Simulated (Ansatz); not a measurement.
Input for Ansatz (plane-wave DFT, PAW):

```yaml
crystal:
  lattice:
    - [0.0, 2.9727964, 2.9727964]
    - [2.9727964, 0.0, 2.9727964]
    - [2.9727964, 2.9727964, 0.0]
  atoms:
    - { symbol: Sn, position: [0.0, 0.0, 0.0] }
    - { symbol: Se, position: [0.5, 0.5, 0.5] }
basis:
  ecutwfc: 420
kpoints:
  mp_grid: { grid: [10, 10, 10] }
hamiltonian:
  xc: pbe
scf:
  occupations: { method: gaussian, width: 0.05 }
output:
  forces: true
  stress: true
  eigenvalues: true
```

Command:
```bash
ansatz run input.yaml --threads 1 --pin off --max-ram 1331MiB --backend cpu --events-out ev --progress --plain --runs-dir out
```

Theory: Ansatz 0.2.0, DFT PBE, scalar-relativistic, plane waves, PAW.

Abridged output:

```
Pseudopotentials: kind: paw
Pseudopotential: Sn, paw, valence charge 14, recommended cutoff 420 eV (normal)
Pseudopotential: Se, paw, valence charge 16, recommended cutoff 420 eV (normal)
Functional definition: PBE
Crystal: 2 atoms, lattice volume = 52.544 Å³
Basis set: ecut = 420 eV, 965 PW (Γ), exchange–correlation on 60×60×60 points (8 copies of the dense FFT grid, shifted against one another)
Bands: 19, of which v1, the nominal top of the filled ones, is band 15 counted from 1 (14 counted from 0)
Symmetry: 48 space group operations
Space group: Fm-3m (ITA 225), of the structure as read, at distance tolerance 3.7e-5 Å
k-points: 47 of 1000
Initial density: superposition of atomic densities (neutral atoms: chi_scale 0, normalization atom), corrected by the library's trained network
Initial wavefunctions: pseudopotential atomic-orbital guess
Functional: x = pbe(κ = 0.804, μ = 0.21951497), c = pbe(β = 0.06672455)
SCF iter   1: F=—  HF=-11494.130681 eV  |F-HF|=—  |Δ(HF+E_count)|=         —  Δρ=4.90e-4  dr2=8.96e-5  ethr=1.77e-3  ⟨swp⟩=5.8  Hψ=4301  notcnv=0
SCF iter   2: F=—  HF=-11494.129850 eV  |F-HF|=—  |Δ(HF+E_count)|=   8.31e-4  Δρ=3.86e-4  dr2=4.36e-5  ethr=2.99e-7  ⟨swp⟩=2.8  Hψ=2090  notcnv=0
SCF iter   3: F=—  HF=-11494.129860 eV  |F-HF|=—  |Δ(HF+E_count)|=   1.00e-5  Δρ=2.00e-4  dr2=1.04e-5  ethr=1.45e-7  ⟨swp⟩=2.0  Hψ=1585  notcnv=0
SCF iter   4: F=—  HF=-11494.129883 eV  |F-HF|=—  |Δ(HF+E_count)|=   2.31e-5  Δρ=7.30e-5  dr2=2.64e-6  ethr=3.45e-8  ⟨swp⟩=2.0  Hψ=1598  notcnv=0
SCF iter   5: F=—  HF=-11494.129882 eV  |F-HF|=—  |Δ(HF+E_count)|=   1.16e-6  Δρ=4.74e-5  dr2=1.09e-6  ethr=8.81e-9  ⟨swp⟩=2.0  Hψ=1346  notcnv=0
SCF iter   6: F=—  HF=-11494.129881 eV  |F-HF|=—  |Δ(HF+E_count)|=   8.38e-7  Δρ=1.51e-5  dr2=1.06e-7  ethr=3.63e-9  ⟨swp⟩=2.0  Hψ=1592  notcnv=0
SCF iter   7: F=-11494.129881 eV  HF=-11494.129881 eV  |F-HF|=5.49e-9  |Δ(HF+E_count)|=   9.18e-8  Δρ=2.93e-6  dr2=3.93e-9  ethr=3.33e-10  ⟨swp⟩=4.3  Hψ=3197  notcnv=0
SCF 1 converged in 7 iterations: F = -11494.129881 eV  dr2 = 3.93e-9
SCF converged after 7 iterations
Free energy (F): -11494.129881 eV
Harris-Foulkes:  -11494.129881 eV  (|F-HF|=5.49e-9)
Internal energy: -11494.129881 eV  (E = F + TS)
E sigma→0 (E₀):  -11494.129881 eV
Fermi energy:    9.871943 eV
--- Per-component energies (eV) ---
  E_band       = -461.831456
  E_kinetic    = 304.260410
  E_local      = -3262.533660  (includes V_loc(G=0)·N_el)
  E_nonlocal   = -628.514409
  E_hartree    = 1725.459204
  E_xc         = -488.130084
  E_vxc        = -195.560622  (∫ρ·V_xc dr)
  E_paw        = -6043.960007  (= ΣΔE_a)
  E_vpaw       = -130.397029  (= ΣTr[D̂ρ^β])
  E_aug_tail   = -0.000564  (compensation charges beyond the density's cutoff)
  E_ewald      = -3100.710772
  E_smearing   =  0.000000  (= −TS)
--- Forces (eV/Å), atoms counted from 1 ---
  atom   1  Sn     0.00000000     0.00000000     0.00000000
  atom   2  Se     0.00000000     0.00000000     0.00000000
--- Stress (GPa, compression-positive) ---
        3.171932       0.000000       0.000000
        0.000000       3.171932       0.000000
        0.000000       0.000000       3.171932
  P = ⅓ Tr σ = 3.1719 GPa (31.719 kbar)
--- Band table (eV; the first three rows and the last of 47) ---
  k-point 0: bands = ["-38.1297", "-38.1297", "-38.1278", "-38.1278", "-38.1278", "-11.9691", "-11.9691", "-11.9691", "-11.9679", "-11.9679", "-4.4922", "4.6912", "7.3370", "7.3370", "7.3370", "14.0945", "14.0945", "14.0945", "15.4594"]
  k-point 1: bands = ["-38.1297", "-38.1297", "-38.1278", "-38.1278", "-38.1278", "-11.9692", "-11.9692", "-11.9688", "-11.9673", "-11.9673", "-4.4167", "4.2321", "7.3494", "7.3494", "7.7095", "13.4404", "13.5433", "13.5433", "15.4644"]
  k-point 2: bands = ["-38.1297", "-38.1297", "-38.1278", "-38.1278", "-38.1278", "-11.9716", "-11.9716", "-11.9681", "-11.9637", "-11.9637", "-4.2035", "3.3113", "7.3913", "7.3913", "8.3760", "12.3614", "12.5677", "12.5677", "15.5757"]
  k-point 46: bands = ["-38.1297", "-38.1296", "-38.1278", "-38.1277", "-38.1276", "-11.9933", "-11.9673", "-11.9661", "-11.9586", "-11.9486", "-3.1375", "2.6847", "4.4330", "4.9989", "8.3818", "11.6849", "13.9645", "14.9260", "16.2931"]
```

Self-consistency was reached.